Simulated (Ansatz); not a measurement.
The reference is BeO in the wurtzite structure (space group P6_3mc, No. 186; a = 2.7118 Å, c = 4.4046 Å).

(Cell as relaxed with PBE.)

Levels (all Ansatz, an electronic-structure program, PAW): PBE (420 eV, scalar-relativistic without spin-orbit coupling); r2SCAN (500 eV, no SOC).

Each level relaxes its own structure.

| base | PBE | r2SCAN |
|---|---|---|
| volume per atom | 7.01 Å³ | 6.85 Å³ |
| lattice parameter a | 2.712 Å | 2.690 Å |
| band gap | 7.45 eV | 8.55 eV |

Modification: every lattice vector is stretched by 3.99 %; the atoms relax in the strained cell.

| quantity | PBE | r2SCAN |
|---|---|---|
| gap character | direct at Γ | ___ |
| shift of the gap caused by the change | -1.15 eV | ___ |
| band gap | 6.31 eV | ___ |
| electron mass | 0.48 mₑ along c, 0.52 mₑ across (at Γ) | ___ |
| energy relative to the base (free energy F) | +59 meV/atom | ___ |

Q: Predict the r2SCAN column.

A: 
- gap character, r2SCAN: direct at Γ
- shift of the gap caused by the change, r2SCAN: -1.23 eV
- band gap, r2SCAN: 7.32 eV
- electron mass, r2SCAN: 0.48 mₑ along c, 0.53 mₑ across (at Γ)
- energy relative to the base (free energy F), r2SCAN: +62 meV/atom

PBE's shift of the gap caused by the change lies 0.08 eV above r2SCAN's; PBE's band gap lies 1.01 eV below r2SCAN's; PBE's energy relative to the base lies 3.0 meV/atom below r2SCAN's; the two agree on the gap character. Neither level is exact; r2SCAN is the comparison here, not a measurement.

Masses are band curvatures over ±0.01 Å⁻¹ around the edge. Stability against distortions was not tested.
